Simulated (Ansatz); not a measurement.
# Computed properties of CoO

```yaml
crystal:
  lattice:
    - [0.00000, 2.13150, 2.13150]
    - [2.13150, 0.00000, 2.13150]
    - [2.13150, 2.13150, 0.00000]
  atoms:
    - { symbol: Co, position: [0.00000, 0.00000, 0.00000] }
    - { symbol: O, position: [0.50000, 0.50000, 0.50000] }
```

Atom numbers follow the list: Co1, O2.

The conventional cell has a = 4.263 Å, b = 4.263 Å, c = 4.263 Å, α = 90.00°, β = 90.00°, γ = 90.00°. Co (atom 1) has 6 O at 2.13 Å as nearest neighbours. O (atom 2) is surrounded by 6 Co at 2.13 Å.

The cell is COD entry 1533087, as deposited and not checked against the literature; nothing was relaxed.

Semilocal functionals without U often leave such compounds metallic or with too small a gap, and the real magnetic order may differ.

Other magnetic orders may lie lower; this is the state that the run reached.

Levels of theory: DFT, PBE, all-electron LAPW, scalar-relativistic (Ansatz 0.2.0); DFT, PBE, PAW with Ansatz's default frozen-core files, scalar-relativistic (Ansatz 0.2.0); DFT, PBE, all-electron PAW with datasets made for the crystal, scalar-relativistic (Ansatz 0.2.0).

For LAPW: a Γ-centred 15×15×15 k mesh, Fermi–Dirac smearing of 0.05 eV, basis error target 0.5 meV/atom, spin-polarised from start moments Co1 2 μB. PAW takes a cutoff of 420 eV at this cell. The crystal-made all-electron datasets (AE datasets) take a cutoff of 400 eV at this cell. The Ansatz runs share mesh, smearing and spin set-up. Values come from LAPW unless marked.

| Quantity | Value |
| --- | --- |
| Löwdin charges (with 0.12 e of the cell spilling out of the atomic basis, so their sizes and signs hang on that basis) | Co1 1.12, O2 -1.00 e |
| Bader charges (from the PAW run) | Co1 +1.24, O2 -1.24 e |
| Band gap | none at this level of theory (metallic, semimetallic, or a small gap that the functional closes) |
| Contact hyperfine fields (crystal-made datasets) | Co1 -12.8, O2 21.6 T, core polarisation included, positive along the moment of the spin-up electrons |
| Moment of the cell | 2.94 μB |
| Density of states at the Fermi level (0.2 eV bin) | 3.75 states/eV per cell |
| Volume per atom | 9.68 Å³ |

Moments in the spheres: what does the calculation give?

Co1 2.60, O2 0.32 μB.

Pressure at this cell: what does the calculation give?

-1.82 GPa.
